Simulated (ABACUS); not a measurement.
Runs of ABACUS 3.10.1 on SnSe. Symmetry: Fm-3m, No. 225, cubic system. Conventional cell: a = 6.020 Å, b = 6.020 Å, c = 6.020 Å, α = 90.00°, β = 90.00°, γ = 90.00°. Around Sn (site symmetry m-3m) lie 6 Se at 3.01 Å. Around Se (site symmetry m-3m) lie 6 Sn at 3.01 Å. Measurements of this composition are mostly on another form, of space group No. 62.

| cell | gap on the mesh (eV) | pressure (GPa) |
| --- | --- | --- |
| relaxed to 30 GPa | 0.53 | 30.0 |
| relaxed to 20 GPa | (a) | 20.0 |
| relaxed | 0.52 | 0.0 |
| relaxed to 10 GPa | (b) | 10.0 |
| relaxed to 5 GPa | 0.91 | 5.0 |

Alike in all rows: task relaxation of cell and atoms; level PBE; potentials or basis PseudoDojo NC SR 0.4.1 PBE standard, plane waves; no spin polarisation; k mesh 6 × 6 × 6; cutoff (eV) 1184; smearing fermi-dirac 0.05 eV.

Task: Fill in the values left out.

Result: (a) 0.88; (b) 1.23.

Caveats: spin-orbit coupling is left out, which moves the levels of the heavy elements.

A k mesh can miss the band edges, and the runs leave out spin-orbit coupling on Se, Sn.
